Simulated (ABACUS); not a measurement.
# Ta (Im-3m) in ABACUS: equation of state

Aim: energy against volume of Ta in PBEsol, for its equilibrium volume and stiffness.

All numbers are computed with ABACUS 3.10.1; they aren't measurements. Logs are shortened: lines on timing, memory, paths and dates and some standing lists are left out, and cuts for length are marked.

**Experimental background.**

“Refinement of the equation of state of tantalum”, 2004, arxiv:cond-mat/0403080 quotes, for a bulk crystal of Ta: bulk modulus 194 GPa.

How close the calculation comes is told below.

### 1 The crystal as given

Symmetry: Im-3m, No. 229, cubic system. The conventional cell has a = 3.303 Å, b = 3.303 Å, c = 3.303 Å, α = 90.00°, β = 90.00°, γ = 90.00°. Ta (site symmetry m-3m) has 8 Ta at 2.86 Å as nearest neighbours.

### 2 Equation of state, PBEsol, 16.93 Å³/atom (volume scaled by 0.94)

File INPUT:

```
INPUT_PARAMETERS
suffix              Ta
calculation         scf
basis_type          pw
pseudo_dir          ./
symmetry            1
dft_functional      pbesol
ecutwfc             58
pseudo_rcut         7
nspin               1
nbands              11
ks_solver           dav
smearing_method     fd
smearing_sigma      0.00367493
scf_thr             1e-08
scf_nmax            100
mixing_type         broyden
mixing_beta         0.7
cal_force           1
cal_stress          1
kpar                4
```

File STRU:

```
ATOMIC_SPECIES
Ta 180.9479 Ta.upf

LATTICE_CONSTANT
1.8897261246

LATTICE_VECTORS
-1.6175709496 1.6175709496 1.6175709496
1.6175709496 -1.6175709496 1.6175709496
1.6175709496 1.6175709496 -1.6175709496

ATOMIC_POSITIONS
Direct

Ta
0.0
1
0.0000000000 0.0000000000 0.0000000000 1 1 1
```

File KPT:

```
K_POINTS
0
Gamma
11 11 11 0 0 0
```

Potentials or basis: PseudoDojo NC SR 0.4.1 PBEsol standard, plane waves.

The run is started by

```bash
$ OMP_NUM_THREADS=1 mpirun -np 4 abacus > log
```

running log:

```text
ABACUS v3.10.1

               Atomic-orbital Based Ab-initio Computation at UStc

 ------------------------------------------------------------------------------------

 READING GENERAL INFORMATION
                           global_out_dir = OUT.Ta/
                           global_in_card = INPUT
                               pseudo_dir = ./
                              orbital_dir =
                                    DSIZE = 4
                                    GSIZE = 1

 READING UNITCELL INFORMATION
                                    ntype = 1
                  lattice constant (Bohr) = 1.88973
              lattice constant (Angstrom) = 1

 READING ATOM TYPE 1
                               atom label = Ta
                      L=0, number of zeta = 1
                      L=1, number of zeta = 1
                      L=2, number of zeta = 1
             number of atom for this type = 1

                        TOTAL ATOM NUMBER = 1
DIRECT COORDINATES
    atom                   x                   y                   z     mag                  vx                  vy                  vz
taud_Ta1            0.0000000000        0.0000000000        0.0000000000  0.0000        0.0000000000        0.0000000000        0.0000000000

                          Volume (Bohr^3) = 114.247
                             Volume (A^3) = 16.9297

 Lattice vectors: (Cartesian coordinate: in unit of a_0)
             -1.61757            +1.61757            +1.61757
             +1.61757            -1.61757            +1.61757
             +1.61757            +1.61757            -1.61757
 Reciprocal vectors: (Cartesian coordinate: in unit of 2 pi/a_0)
                   +0           +0.309105           +0.309105
            +0.309105                  +0           +0.309105
            +0.309105           +0.309105                  +0
 The esolver type has been set to : ksdft_pw

                PAO radial cut off (Bohr) = 7

 Read in pseudopotential file is Ta.upf
                     pseudopotential type = NC
          exchange-correlation functional = PBESOL
                 nonlocal core correction = 1
                        valence electrons = 13
                                     lmax = 3
                           number of zeta = 4
                     number of projectors = 8
                           L of projector = 0
                           L of projector = 0
                           L of projector = 1
                           L of projector = 1
                           L of projector = 2
                           L of projector = 2
                           L of projector = 3
                           L of projector = 3
     initial pseudo atomic orbital number = 10

 SETUP THE ELECTRONS NUMBER
[... 157 lines left out ...]
 Init Non-Local-Pseudopotential done.

                                     npwx = 887

 Make real space PAO into reciprocal space.
       max mesh points in Pseudopotential = 701
     dq(describe PAO in reciprocal space) = 0.01
                                    max q = 918

 number of pseudo atomic orbitals for Ta is 4
WARNING: norm of atomic wavefunction # 3 of atomic type Ta is 0.998532, renormalized
WARNING: norm of atomic wavefunction # 4 of atomic type Ta is 0.995326, renormalized

 -------------------------------------------
 SELF-CONSISTENT
 -------------------------------------------
                                 init_chg = atomic

 PW ALGORITHM --------------- ION=   1  ELEC=   1--------------------------------
 Notice: Threshold on eigenvalues was too large.
 hsover_error=0.13 > DRHO=0.0235212
 Origin diag ethr = 0.01
 New diag ethr = 0.000180932

 Density error is 0.0244430739941
                          Error Threshold = 0.000180931969305
----------------------------------------------------------
     Energy           Rydberg                 eV
----------------------------------------------------------
 E_KohnSham     -130.1587096628      -1770.9000957417
 E_Harris       -131.0101642053      -1782.4847291081
 E_Fermi        1.4607388854         19.8743721310
----------------------------------------------------------
[... 51 lines left out ...]
 Density error is 1.27173684151e-10
                          Error Threshold = 8.79025724253e-11
----------------------------------------------------------
     Energy           Rydberg                 eV
----------------------------------------------------------
 E_KohnSham     -130.1625488715      -1770.9523308557
 E_KS(sigma->0) -130.1623212828      -1770.9492343525
 E_Harris       -130.1625360249      -1770.9521560691
 E_band         -6.6306545432        -90.2146832569
 E_one_elec     -14.0002331410       -190.4829440456
 E_Hartree      13.9276002476        189.4947228334
 E_xc           -29.4879694330       -401.2044067381
 E_Ewald        -100.6014913677      -1368.7535098990
 E_entropy(-TS) -0.0004551774        -0.0061930064
 E_descf        0.0000000000         0.0000000000
 E_exx          0.0000000000         0.0000000000
 E_Fermi        1.4410755812         19.6068391527
----------------------------------------------------------

 charge density convergence is achieved
 final etot is -1770.9523309 eV
 EFERMI = 19.606839153 eV

 STATE ENERGY(eV) AND OCCUPATIONS    NSPIN == 1
 1/14 kpoint (Cartesian) = 0.0000 0.0000 0.0000 (887 pws)
       1       -47.3464     0.00150263
       2       -13.1634     0.00150263
       3       -13.1634     0.00150263
       4       -13.1634     0.00150263
       5        11.4660     0.00150263
       6        20.3260    8.51301e-10
       7        20.3260    8.51301e-10
       8        20.3260    8.51301e-10
       9        23.8232    3.57742e-40
      10        23.8232    3.57742e-40
      11        34.4745        0.00000
[... 53 lines left out ...]
 6/14 kpoint (Cartesian) = 0.14050 -0.14050 0.0000 (850 pws)
       1       -47.1971      0.0180316
       2       -14.5791      0.0180316
       3       -13.6148      0.0180316
       4       -13.1749      0.0180316
       5        14.9514      0.0180316
       6        17.9079      0.0180316
       7        21.2630    7.43330e-17
       8        23.7976    7.17254e-39
       9        24.7986    1.44749e-47
      10        27.7206    6.03449e-73
      11        31.7590        0.00000

[... levels at 8 further k points ...]

------------------------------------------------------------------------------------------
 TOTAL-FORCE (eV/Angstrom)
------------------------------------------------------------------------------------------
                       Ta1         0.0000000000         0.0000000000         0.0000000000
------------------------------------------------------------------------------------------

----------------------------------------------------------------
 TOTAL-STRESS (KBAR)
----------------------------------------------------------------
        95.0309079502         0.0000000000         0.0000000000
         0.0000000000        95.0309079502        -0.0000000000
        -0.0000000000        -0.0000000000        95.0309079502
----------------------------------------------------------------
 TOTAL-PRESSURE: 95.030908 KBAR

 --------------------------------------------
 !FINAL_ETOT_IS -1770.9523308557322707 eV
 --------------------------------------------
```

Run time: 1.1 s. Hardware: 4 MPI ranks of Intel Xeon 6975P-C (Granite Rapids), shared host; peak memory 0.2 GiB.

Results:

| Property | Result |
| --- | --- |
| Free energy | -1770.9523 eV |
| Pressure | 9.5 GPa |
| Band gap on the k mesh | none (metal or under the smearing width) |

### 3 Equation of state, PBEsol, 17.29 Å³/atom (volume scaled by 0.96)

INPUT is that of step 2.

File STRU:

```
ATOMIC_SPECIES
Ta 180.9479 Ta.upf

LATTICE_CONSTANT
1.8897261246

LATTICE_VECTORS
-1.6289626696 1.6289626696 1.6289626696
1.6289626696 -1.6289626696 1.6289626696
1.6289626696 1.6289626696 -1.6289626696

ATOMIC_POSITIONS
Direct

Ta
0.0
1
0.0000000000 0.0000000000 0.0000000000 1 1 1
```

KPT is that of step 2.

Potentials or basis: PseudoDojo NC SR 0.4.1 PBEsol standard, plane waves.

The run is started by

```bash
$ OMP_NUM_THREADS=1 mpirun -np 4 abacus > log
```

Run time: 0.95 s. Hardware: 4 MPI ranks of Intel Xeon 6975P-C (Granite Rapids), shared host; peak memory 0.24 GiB.

Results (log left out):

- Free energy: -1770.9679 eV
- Pressure: 4.4 GPa
- Band gap on the k mesh: none (metal or under the smearing width)

### 4 Equation of state, PBEsol, 17.65 Å³/atom (volume scaled by 0.98)

INPUT is that of step 3.

File STRU:

```
ATOMIC_SPECIES
Ta 180.9479 Ta.upf

LATTICE_CONSTANT
1.8897261246

LATTICE_VECTORS
-1.6401972500 1.6401972500 1.6401972500
1.6401972500 -1.6401972500 1.6401972500
1.6401972500 1.6401972500 -1.6401972500

ATOMIC_POSITIONS
Direct

Ta
0.0
1
0.0000000000 0.0000000000 0.0000000000 1 1 1
```

KPT is that of step 3.

The run is started by

```bash
$ OMP_NUM_THREADS=1 mpirun -np 4 abacus > log
```

It took 0.99 s on 4 MPI ranks of Intel Xeon 6975P-C (Granite Rapids), shared host; peak memory 0.24 GiB.

It converged, with:

* Free energy: -1770.9726 eV
* Pressure: -0.1 GPa
* Band gap on the k mesh: none (metal or under the smearing width)

(Part 1 of 2 ends here.)
